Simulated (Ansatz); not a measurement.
A run of Ansatz 0.2.0:

File input.yaml:

```yaml
crystal:
  lattice:
    - [1.938694, -1.95319015, 0.0]
    - [1.938694, 1.95319015, 0.0]
    - [0.0, 0.0, 3.0994300413]
  atoms:
    - { symbol: Ni, position: [0.5, 0.5, 0.5], spin: 1.0 }
    - { symbol: Al, position: [0.0, 0.0, 0.0] }
kpoints:
  mp_grid: { grid: [10, 10, 9] }
scf:
  occupations: { method: fermi_dirac, width: 0.05 }
hamiltonian:
  xc: pbesol
  pseudopotentials: { kind: all_electron, lapw: { basis_error: 0.001 } }
magnetization:
  spin_polarized: true
output:
  forces: true
  stress: true
  eigenvalues: true
```

Potentials or basis: all-electron LAPW, scalar-relativistic.

The run is started by

```bash
$ ansatz run input.yaml --threads 2 --pin off --max-ram 6144MiB --backend cpu --events-out ev --progress --plain --runs-dir out
```

Hardware: 2 threads of AMD EPYC 7R43 64-Core Processor (Zen 3), on a shared host.

Task: Estimate the wall time of this run.

Result: Wall time 22 s on 2 threads of AMD EPYC 7R43 64-Core Processor (Zen 3) (shared host), peak memory 0.7 GiB. Counts: scf iterations 11, plane waves 217, k points 155, bands 19.
